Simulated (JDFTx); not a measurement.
## TaN under changes of volume

One of the cells (10.776 Å³/atom); the others are scaled copies at fixed shape and fractional positions:

```
CELL_PARAMETERS angstrom
2.93800 0.00000 0.00000
-1.46900 2.54438 0.00000
0.00000 0.00000 2.88300
ATOMIC_POSITIONS crystal
Ta 0.00000 0.00000 0.50000
N 0.66667 0.33333 0.00000
```

```yaml
Program: JDFTx 1.7.0 (patched build)
Functional: PBE
Potentials_or_basis: PseudoDojo-SR-PBE-0.5-standard
Cutoff: 1143 eV
Density_cutoff: 4572 eV
k_mesh: 10 × 10 × 9
Occupations: fermi-dirac, width 0.05 eV
Spin: no spin polarisation
```

| volume (Å³/atom) | energy over the lowest point (meV/atom) | pressure (GPa) |
| --- | --- | --- |
| 10.129 | ? | ? |
| 10.345 | 34.17 | 20.4 |
| 10.560 | 12.49 | 12.0 |
| 10.776 | 1.45 | 4.5 |
| 10.991 | 0.00 | -2.2 |
| 11.207 | 7.18 | -8.3 |
| 11.422 | 22.12 | -13.8 |

What does the run at 10.129 Å³/atom give?

Energy over the lowest point 67.69 meV/atom; pressure 29.6 GPa.

Worked out: A Birch-Murnaghan fit of order 3 (a polynomial in V^(-2/3)) to the other rows has its minimum at 10.92 Å³/atom with B0 = V·E''(V) = 337 GPa and B' = 4.3 at fixed shape and positions, which overstates the stiffness. It gives 67.82 meV/atom at 10.129 Å³/atom, against the run's 67.69, and -dE/dV = 29.7 GPa, against 29.6.

Energies are extrapolated to zero smearing.
